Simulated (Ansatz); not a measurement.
Predict the output of the script below (the Python package of Ansatz (0.2.0)).

The script reads `k_k.xyz`:
```text
1
Lattice="-2.6125 2.6125 2.6125 2.6125 -2.6125 2.6125 2.6125 2.6125 -2.6125" Properties=species:S:1:pos:R:3 pbc="T T T"
K     0.00000000    0.00000000    0.00000000
```

`k.py`:
```python
from collections import Counter
import logging
import sys
import warnings

import ansatz

logging.basicConfig(stream=sys.stdout, format="%(levelname)s:%(name)s:%(message)s")
logger = logging.getLogger("ansatz_job")
logger.setLevel(logging.INFO)

ECUT = 550
SCF_TOL = 1e-07
K_SPACING = 0.33
OCCUPATIONS = "fermi_dirac"
SIGMA = 0.02


def counts(outcome):
    return Counter(site.symbol for site in outcome.lattice.sites)

UNPAIRED = {"K": 1}  # unpaired electrons of the free atoms


def solve(name, crystal):
    calc = (
        crystal.calculation()
        .functional(ansatz.Functional.PBE)
        .basis(ECUT)
        .scf(tolerance=SCF_TOL)
        .kpoints(spacing=K_SPACING)
        .occupations(OCCUPATIONS, width=SIGMA)
    )
    if name.endswith(" atom"):
        calc = calc.kpoints(1, 1, 1).occupations("fermi_dirac", width=0.01)
        if UNPAIRED[name.split()[0]]:
            calc = calc.spin("collinear")
        return calc.run()
    calc = calc.relax(force_tolerance=0.01, max_steps=40, cell=True)
    return calc.run()


def main() -> None:
    warnings.simplefilter("ignore")

    phases = {}
    k = ansatz.Crystal.from_extxyz("k_k.xyz")
    phases["K"] = k
    for element, moment in UNPAIRED.items():
        phases[f"{element} atom"] = ansatz.Lattice.orthorhombic(9.0, 9.5, 10.0).atom(element, (0.5, 0.5, 0.5), moment=moment or None)

    done = {name: solve(name, crystal) for name, crystal in phases.items()}

    print({element: round(done[f"{element} atom"].report["magnetization_mub"], 2) for element in UNPAIRED}, "muB on the free atoms")
    solid = done["K"]
    n = counts(solid)
    binding = (sum(k * done[f"{e} atom"].report["energy_sigma0_ev"] for e, k in n.items()) - solid.report["energy_sigma0_ev"]) / sum(n.values())
    logger.info(f"cohesive energy {binding:.3f} eV/atom = {96.4853 * binding:.0f} kJ/mol of atoms (no zero-point energy)")


if __name__ == "__main__":
    main()
```

Running `python k.py` prints:
```text
{'K': 1.0} muB on the free atoms
INFO:ansatz_job:cohesive energy 0.728 eV/atom = 70 kJ/mol of atoms (no zero-point energy)
```

Caveats:
- Other magnetic orders than the one started from may lie lower.
- For the metals among these phases the mesh is modest: differences between phases can be off by up to 40 meV an atom.
- The program warned that this SCF threshold is loose for forces or stresses.
- Of the deposited cell: the entry's cell lengths or inner coordinates differ somewhat from later room-temperature determinations.
- The cells come from databases of deposited and of computed structures, and not all need be stable phases.
- Free atoms in a box carry small image and symmetry errors, and spin-orbit coupling is left out.
- The script silences warnings, which a real study should read.
- Hardware and time: 34 s on 1 thread of Intel(R) Xeon(R) 6975P-C (Granite Rapids) (shared host), peak memory 0.93 GiB.
